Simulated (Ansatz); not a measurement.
Input, command and steps of an Ansatz relaxation.

```yaml
crystal:
  lattice:
    - [4.1039726522, 0.0, 0.0]
    - [-2.0519863261, 3.5541445732, 0.0]
    - [0.0, 0.0, 6.7201413902]
  atoms:
    - { symbol: Sn, position: [0.0, 0.0, 0.0] }
    - { symbol: Se, position: [0.6666666667, 0.3333333333, 0.7645401475] }
    - { symbol: Se, position: [0.3333333333, 0.6666666667, 0.2354598525] }
basis:
  ecutwfc: 420
kpoints:
  mp_grid: { grid: [12, 12, 4] }
hamiltonian:
  xc: pbe
scf:
  occupations: { method: gaussian, width: 0.02 }
output:
  forces: true
  stress: true
  eigenvalues: true
relax:
  adjacent_minimum: "off"
  f_tol: 0.008
  max_steps: 40
  cell: { stress_tol: 0.015, fix: [a, b, gamma] }
```

```bash
ansatz run input.yaml --threads 1 --pin off --max-ram 2560MiB --backend cpu --events-out ev --progress --plain --runs-dir out
```

Computed with Ansatz, DFT PBE, scalar-relativistic, plane waves, PAW.

Of 8 frames 8 are shown, positions in Å and forces in eV/Å; the SCF threshold varies from step to step. Steps run on the plane waves of an earlier cell, with a Pulay correction in the pressure. The basis is chosen afresh for the last frame, the zero of the energies, and at times for earlier ones too; energy and pressure step there, also at an unchanged geometry. The mark taken_back stands on steps that the optimiser undid.

```xyz
3
Lattice="4.1040 0.0000 0.0000 -2.0520 3.5541 0.0000 0.0000 0.0000 6.7201" Properties=species:S:1:pos:R:3:forces:R:3 pbc="T T T" step=1 free_energy_over_end_meV_per_atom=10.69 pressure_GPa=-4.53
Sn    0.0000    0.0000    0.0000    0.0000    0.0000    0.0000
Se    2.0520    1.1847    5.1378    0.0000    0.0000    0.4210
Se    0.0000    2.3694    1.5823    0.0000    0.0000   -0.4210
3
Lattice="4.1040 0.0000 0.0000 -2.0520 3.5541 0.0000 0.0000 0.0000 6.6716" Properties=species:S:1:pos:R:3:forces:R:3 pbc="T T T" step=2 free_energy_over_end_meV_per_atom=17.64 pressure_GPa=-1.24 taken_back
Sn    0.0000    0.0000    0.0000    0.0000    0.0000    0.0000
Se    2.0520    1.1847    5.2374    0.0000    0.0000   -0.5772
Se    0.0000    2.3694    1.4343    0.0000    0.0000    0.5772
3
Lattice="4.1040 0.0000 0.0000 -2.0520 3.5541 0.0000 0.0000 0.0000 6.6520" Properties=species:S:1:pos:R:3:forces:R:3 pbc="T T T" step=3 free_energy_over_end_meV_per_atom=1.31 pressure_GPa=-3.24
Sn    0.0000    0.0000    0.0000    0.0000    0.0000    0.0000
Se    2.0520    1.1847    5.1333    0.0000    0.0000   -0.0006
Se    0.0000    2.3694    1.5187    0.0000    0.0000    0.0006
3
Lattice="4.1040 0.0000 0.0000 -2.0520 3.5541 0.0000 0.0000 0.0000 6.6225" Properties=species:S:1:pos:R:3:forces:R:3 pbc="T T T" step=4 free_energy_over_end_meV_per_atom=1.15 pressure_GPa=-3.22
Sn    0.0000    0.0000    0.0000    0.0000    0.0000    0.0000
Se    2.0520    1.1847    5.1047    0.0000    0.0000   -0.0065
Se    0.0000    2.3694    1.5178    0.0000    0.0000    0.0065
3
Lattice="4.1040 0.0000 0.0000 -2.0520 3.5541 0.0000 0.0000 0.0000 6.3768" Properties=species:S:1:pos:R:3:forces:R:3 pbc="T T T" step=5 free_energy_over_end_meV_per_atom=0.14 pressure_GPa=-3.16
Sn    0.0000    0.0000    0.0000    0.0000    0.0000    0.0000
Se    2.0520    1.1847    4.8617    0.0000    0.0000   -0.0275
Se    0.0000    2.3694    1.5150    0.0000    0.0000    0.0275
3
Lattice="4.1040 0.0000 0.0000 -2.0520 3.5541 0.0000 0.0000 0.0000 6.1554" Properties=species:S:1:pos:R:3:forces:R:3 pbc="T T T" step=6 free_energy_over_end_meV_per_atom=-0.20 pressure_GPa=-3.02
Sn    0.0000    0.0000    0.0000    0.0000    0.0000    0.0000
Se    2.0520    1.1847    4.6423    0.0000    0.0000   -0.0384
Se    0.0000    2.3694    1.5130    0.0000    0.0000    0.0384
3
Lattice="4.1040 0.0000 0.0000 -2.0520 3.5541 0.0000 0.0000 0.0000 6.1915" Properties=species:S:1:pos:R:3:forces:R:3 pbc="T T T" step=7 free_energy_over_end_meV_per_atom=-0.27 pressure_GPa=-3.17
Sn    0.0000    0.0000    0.0000    0.0000    0.0000    0.0000
Se    2.0520    1.1847    4.6728    0.0000    0.0000   -0.0008
Se    0.0000    2.3694    1.5187    0.0000    0.0000    0.0008
3
Lattice="4.1040 0.0000 0.0000 -2.0520 3.5541 0.0000 0.0000 0.0000 6.1915" Properties=species:S:1:pos:R:3:forces:R:3 pbc="T T T" step=8 free_energy_over_end_meV_per_atom=0.00 pressure_GPa=-3.17
Sn    0.0000    0.0000    0.0000    0.0000    0.0000    0.0000
Se    2.0520    1.1847    4.6728    0.0000    0.0000   -0.0011
Se    0.0000    2.3694    1.5187    0.0000    0.0000    0.0011
```

It took 71 s on 1 thread of Intel(R) Xeon(R) Platinum 8375C CPU @ 2.90GHz (Ice Lake), on a shared host, peak memory 0.53 GiB.

The cell holds layers, and where no dispersion correction was added their binding is poorly described. The smearing is narrow for a metal on this mesh.